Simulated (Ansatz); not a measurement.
Crystal: Ge.

```
Ge
1.0
    -1.60842    1.60842    1.87318
     1.60842   -1.60842    1.87318
     1.60842    1.60842   -1.87318
Ge
1
Direct
  0.50000 0.50000 0.00000
```

The cell was built by a generator and needn't be a form met in nature.

```yaml
Program: Ansatz 0.2.0
Task: relaxation of cell and atoms
Functional: RPBE
Dispersion: D3(BJ)
Potentials_or_basis: Ansatz PAW
Cutoff: "420 eV (not typed: the program's choice for these potentials)"
k_mesh: 12 × 12 × 12
Occupations: fermi-dirac, width 0.05 eV
Spin: no spin polarisation
```

At the start: volume 19.38 Å³/atom.

Q: Where does the relaxation end?

A: It ends after 11 steps and the volume is 15.26 Å³/atom (-21.3 %); space group Im-3m (No. 229, to 0.05 Å).

The path:
```tsv
step	energy change (eV)	largest force (eV/Å)	volume (Å³)
1	0.0000	0.0000	19.38
2	-0.2238	0.0000	16.75
3	-0.2459	0.0000	14.57
4	-0.2641	0.0000	15.51
5	-0.2651	0.0000	15.39
6	-0.2740	0.0000	14.87
7	-0.2860	0.0000	14.60
8	-0.2990	0.0000	15.32
9	-0.2991	0.0000	15.26
10	-0.2991	0.0000	15.26
11	-0.2983	0.0000	15.26
```

Final structure:
```
Ge
1.0
    -1.56257    1.56257    1.56269
     1.56257   -1.56257    1.56269
     1.56257    1.56257   -1.56269
Ge
1
Direct
  0.50000 0.50000 0.00000
```

Caveat: the volume moved by over 15 % at a fixed basis, so the end points are rough; the plane-wave basis is chosen anew once the cell has moved, so the energies of steps on either side of that aren't comparable; pairwise dispersion overbinds metals, which lowers pressure and volume; the PAW data sets come from PBE, with cores solved anew for the run's functional, which leaves a small shift of forces and pressure.
